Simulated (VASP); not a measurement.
# Pd (Im-3m) in VASP: notebook, part 2 of 2

VASP 6.6.1. Earlier steps stand in the parts before.

## (4) Single point, PBE

File INCAR:

```
SYSTEM = Pd
PREC = Accurate ; ENCUT = 520
EDIFF = 1E-6 ; ISMEAR = 0
SIGMA = 0.1 ; LREAL = .FALSE.
LASPH = .TRUE. ; NELM = 100
ALGO = Normal ; ISIF = 2
LWAVE = .FALSE. ; LCHARG = .FALSE.
GGA = PE ; ADDGRID = .FALSE.
```

File KPOINTS:

```
Automatic mesh
0
G
  13 13 13
  0 0 0
```

File POSCAR:

```
Pd
1.0
   -1.5722810000      1.5722810000      1.5722810000
    1.5722810000     -1.5722810000      1.5722810000
    1.5722810000      1.5722810000     -1.5722810000
Pd
1
Direct
    0.0000000000      0.0000000000      0.0000000000
```

Potentials or basis: VASP PAW PBE potentials, release 64 (Pd).

The run is started by

```
> cat potpaw_PBE.64/Pd/POTCAR > POTCAR
> mpirun -np 1 vasp_std > vasp.out
```

OUTCAR:

```text
SYSTEM = Pd
   PREC = Accurate
   ENCUT = 520
   EDIFF = 1E-6
   ISMEAR = 0
   LREAL = .FALSE.
   LASPH = .TRUE.
   NELM = 100
   ISIF = 2
   GGA = PE

 Found     84 irreducible k-points:

 Following reciprocal coordinates:
            Coordinates               Weight
  0.000000  0.000000  0.000000      1.000000
  0.076923  0.000000  0.000000     12.000000
  0.153846  0.000000  0.000000     12.000000
  0.230769  0.000000  0.000000     12.000000
  0.307692  0.000000  0.000000     12.000000
  0.384615  0.000000  0.000000     12.000000
   k-points           NKPTS =     84   k-points in BZ     NKDIM =     84   number of bands    NBANDS=      9
   number of dos      NEDOS =    301   number of ions     NIONS =      1
   total plane-waves  NPLWV =   8000
   dimension x,y,z NGX =    20 NGY =   20 NGZ =   20
   dimension x,y,z NGXF=    40 NGYF=   40 NGZF=   40
   ions per type =               1
   NGX,Y,Z   is equivalent  to a cutoff of  12.21, 12.21, 12.21 a.u.
   NGXF,Y,Z  is equivalent  to a cutoff of  24.42, 24.42, 24.42 a.u.
 SYSTEM =  Pd
   PREC   = accura    normal or accurate (medium, high low for compatibility)
   ISTART =      0    job   : 0-new  1-cont  2-samecut
   ICHARG =      2    charge: 1-file 2-atom 10-const
   ISPIN  =      1    spin polarized calculation?
   LNONCOLLINEAR =      F non collinear calculations
   LSORBIT =      F    spin-orbit coupling
   LASPH  =      T    aspherical Exc in radial PAW
   ENCUT  =  520.0 eV  38.22 Ry    6.18 a.u.   5.06  5.06  5.06*2*pi/ulx,y,z
   NELM   =    100;   NELMIN=  2; NELMDL= -5     # of ELM steps
   EDIFF  = 0.1E-05   stopping-criterion for ELM
   LREAL  =      F    real-space projection
   EDIFFG = 0.1E-04   stopping-criterion for IOM
   NSW    =      0    number of steps for IOM
   IBRION =     -1    ionic relax: 0-MD 1-quasi-New 2-CG
   NFREE  =      0    steps in history (QN), initial steepest desc. (CG)
   ISIF   =      2    stress and relaxation
   ISYM   =      2    0-nonsym 1-usesym 2-fastsym
   POTIM  = 0.5000    time-step for ionic-motion
   TEBEG  =    0.0;   TEEND  =   0.0 temperature during run
   PSTRESS=    0.0 pullay stress
   NELECT =      10.0000    total number of electrons
   NUPDOWN=      -1.0000    fix difference up-down
   EMIN   =  10.00;   EMAX   =-10.00  energy-range for DOS
   EFERMI =   0.00;   METHOD = LEGACY
   ISMEAR =     0;   SIGMA  =   0.10  broadening in eV -4-tet -1-fermi 0-gaus
   EFERMI_NEDOS =   21; number of points for ismear=-14 and -15
   IALGO  =     38    algorithm
   IMIX   =      4    mixing-type and parameters
     AMIX     =   0.40;   BMIX     =  1.00
     AMIX_MAG =   1.60;   BMIX_MAG =  1.00
  volume/ion in A,a.u.               =      15.55       104.92
  Fermi-wavevector in a.u.,A,eV,Ry     =   1.413160  2.670485 27.171123  1.997021
  Thomas-Fermi vector in A             =   2.534834
   LORBIT       =      0    0 simple, 1 ext, 2 COOP (PROOUT), +10 PAW based schemes
   GGA     = PE    functional components
   LHFCALC =     F    Hartree Fock is set to
   AEXX    =    0.0000 exact exchange contribution
   IVDW    =     0    specifies the selected vdW correction
   LEPSILON=     F    determine dielectric tensor
   LRPA    =     F    only Hartree local field effects (RPA)
 non-spin polarized calculation
 Gauss-broadening in eV      SIGMA  =   0.10
  energy-cutoff  :      520.00
  volume of cell :       15.55
 maximum number of plane-waves:       429
   NGX = 11   NGY = 11   NGZ = 11

 number of electron      10.0000005 magnetization

 Free energy of the ion-electron system (eV)
  ---------------------------------------------------
  ext. energy  EPLUGINS =         0.00000000
  ---------------------------------------------------
  free energy    TOTEN  =        -5.17773126 eV

  energy without entropy =       -5.17045033  energy(sigma->0) =       -5.17409079

 E-fermi :   8.9254     XC(G=0): -12.8532

 val. band max:        8.9228806834   @ k =  -0.3846   0.4615   0.2308
 cond. band min:       8.9355696925   @ k =  -0.3846   0.4615   0.3077
 fundamental gap:      0.0126890091
 Fermi energy:         8.9253558203

 k-point     1 :       0.0000    0.0000    0.0000
  band No.  band energies     occupation
      1       2.1892      2.00000
      2       6.1932      2.00000
      3       6.1932      2.00000
      4       6.1932      2.00000
      5       8.0374      2.00000
      6       8.0374      2.00000
      7      28.1921      0.00000
      8      28.1921      0.00000
      9      28.1921      0.00000

 k-point     2 :       0.0769    0.0000    0.0000
  band No.  band energies     occupation
      1       2.4055      2.00000
      2       6.1228      2.00000
      3       6.1964      2.00000
      4       6.3430      2.00000
      5       7.9570      2.00000
      6       8.0427      2.00000
      7      28.0031      0.00000
      8      28.2052      0.00000
      9      28.4409      0.00000

 k-point     3 :       0.1538    0.0000    0.0000
  band No.  band energies     occupation
      1       3.0061      2.00000
      2       5.9329      2.00000
      3       6.2056      2.00000
      4       6.7751      2.00000
      5       7.8011      2.00000
      6       8.0616      2.00000
      7      26.9815      0.00000
      8      27.8976      0.00000
      9      29.1343      0.00000

 k-point     4 :       0.2308    0.0000    0.0000
  band No.  band energies     occupation
      1       3.7662      2.00000
      2       5.6766      2.00000
      3       6.3552      2.00000
      4       7.4342      2.00000
      5       7.7316      2.00000
      6       8.0988      2.00000
      7      24.6804      0.00000
      8      26.8561      0.00000
      9      30.1204      0.00000

 k-point     5 :       0.3077    0.0000    0.0000
  band No.  band energies     occupation
      1       4.1682      2.00000
      2       5.4177      2.00000
      3       7.1358      2.00000
      4       7.8071      2.00000
      5       8.1525      2.00000
      6       8.2152      2.00000
      7      21.7613      0.00000
      8      25.5789      0.00000
      9      29.2265      0.00000

 k-point     6 :       0.3846    0.0000    0.0000
  band No.  band energies     occupation
      1       4.1324      2.00000
      2       5.2124      2.00000
      3       7.8600      2.00000
      4       8.2088      2.00000
      5       8.7017      1.99844
      6       8.9483      0.74594
      7      18.9101      0.00000
      8      24.5628      0.00000
      9      27.4237      0.00000

 [... further k-points ...]

------------------------ aborting loop because EDIFF is reached ----------------------------------------

  FORCE on cell =-STRESS in cart. coord.  units (eV):
  Direction    XX          YY          ZZ          XY          YZ          ZX
  --------------------------------------------------------------------------------------
  -------------------------------------------------------------------------------------
  Total       -0.1334166     -0.1334166     -0.1334166      0.0000000      0.0000000      0.0000000
  in kB      -13.7489649    -13.7489649    -13.7489649      0.0000000      0.0000000      0.0000000
  external PRESSURE =     -13.7489649 kB  Pullay stress =       0.0000000 kB

 VOLUME and BASIS-vectors are now :
 -----------------------------------------------------------------------------
  energy-cutoff  :      520.00
  volume of cell :       15.55
      direct lattice vectors                 reciprocal lattice vectors
    -1.572281000  1.572281000  1.572281000     0.000000000  0.318009313  0.318009313
     1.572281000 -1.572281000  1.572281000     0.318009313  0.000000000  0.318009313
     1.572281000  1.572281000 -1.572281000     0.318009313  0.318009313  0.000000000

 POSITION                                       TOTAL-FORCE (eV/Angst)
 -----------------------------------------------------------------------------------
      0.00000      0.00000      0.00000        -0.000000      0.000000      0.000000
 -----------------------------------------------------------------------------------
    total drift:                                0.000000      0.000000      0.000000

  FREE ENERGIE OF THE ION-ELECTRON SYSTEM (eV)
  ---------------------------------------------------
  free  energy   TOTEN  =        -5.1777312597 eV

  energy  without entropy=       -5.1704503256  energy(sigma->0) =       -5.17409079
```

OSZICAR:

```text
N       E                     dE             d eps       ncg     rms          rms(c)
DAV:   1     0.393249987326E+02    0.39325E+02   -0.54017E+03  1528   0.105E+03
DAV:   2    -0.505171695935E+01   -0.44377E+02   -0.43433E+02  1635   0.193E+02
DAV:   3    -0.542294660628E+01   -0.37123E+00   -0.37023E+00  1705   0.210E+01
DAV:   4    -0.542494468238E+01   -0.19981E-02   -0.19979E-02  1706   0.142E+00
DAV:   5    -0.542497151852E+01   -0.26836E-04   -0.26836E-04  1710   0.146E-01    0.657E+00
DAV:   6    -0.518878364727E+01    0.23619E+00   -0.11446E+00  1545   0.983E+00    0.323E+00
DAV:   7    -0.518068170429E+01    0.81019E-02   -0.67245E-03  1688   0.756E-01    0.173E+00
DAV:   8    -0.517772670359E+01    0.29550E-02   -0.96745E-04  1614   0.263E-01    0.507E-02
DAV:   9    -0.517772771651E+01   -0.10129E-05   -0.60204E-06  1746   0.252E-02    0.981E-03
DAV:  10    -0.517773145376E+01   -0.37372E-05   -0.15331E-06  1624   0.144E-02    0.233E-03
DAV:  11    -0.517773125966E+01    0.19409E-06   -0.20485E-08   839   0.127E-03
   1 F= -.51777313E+01 E0= -.51740908E+01  d E =-.728093E-02
```

stdout:

```text
POSCAR found type information on POSCAR Pd
 POSCAR found :  1 types and       1 ions
 scaLAPACK will be used
 LDA part: xc-table for (Slater+PW92), standard interpolation
 POSCAR, INCAR and KPOINTS ok, starting setup
 FFT: planning ... GRIDC
 FFT: planning ... GRID_SOFT
 FFT: planning ... GRID
 WAVECAR not read
 entering main loop
```

Run time: 11 s. Hardware: 1 thread of Intel Xeon Platinum 8375C at 2.90GHz (Ice Lake), shared host; peak memory 0.13 GiB.

These settings aren't checked as converged: the numbers below hold their error.

Results:

```yaml
Free_energy: -5.1777 eV
Pressure: -1.4 GPa
Band_gap_on_the_k_mesh: none (metal or under the smearing width)
```

## (5) Single point, PBE

INCAR is that of step 4.

KPOINTS is that of step 4.

File POSCAR:

```
Pd
1.0
   -1.5345420000      1.5703810000      1.5719130000
    1.5565800000     -1.5514420000      1.5750130000
    1.5718420000      1.5887420000     -1.5529740000
Pd
1
Direct
    0.0275280000      0.0634310000      0.0341390000
```

The run is started by

```
> cat potpaw_PBE.64/Pd/POTCAR > POTCAR
> mpirun -np 1 vasp_std > vasp.out
```

Wall time 92 s (1 thread of Intel Xeon Platinum 8375C at 2.90GHz (Ice Lake), shared host); peak memory 0.27 GiB.

The run converged, but some of its settings lie outside the range that counts as converged, so its numbers aren't taken as properties of the crystal.

Results:

```yaml
Free_energy: -5.1741 eV
Pressure: -1.3 GPa
Band_gap_on_the_k_mesh: none (metal or under the smearing width)
```

## (6) The reference run

An earlier run on the cell as given: functional PBEsol; potentials or basis VASP PAW PBE potentials, release 64 (Pd); cutoff 520 eV; k mesh 12 × 12 × 12; occupations fermi-dirac, width 0.05 eV; no spin polarisation.

- Pressure: -10.3 GPa
- Band gap on the k mesh: none (metal or under the smearing width)
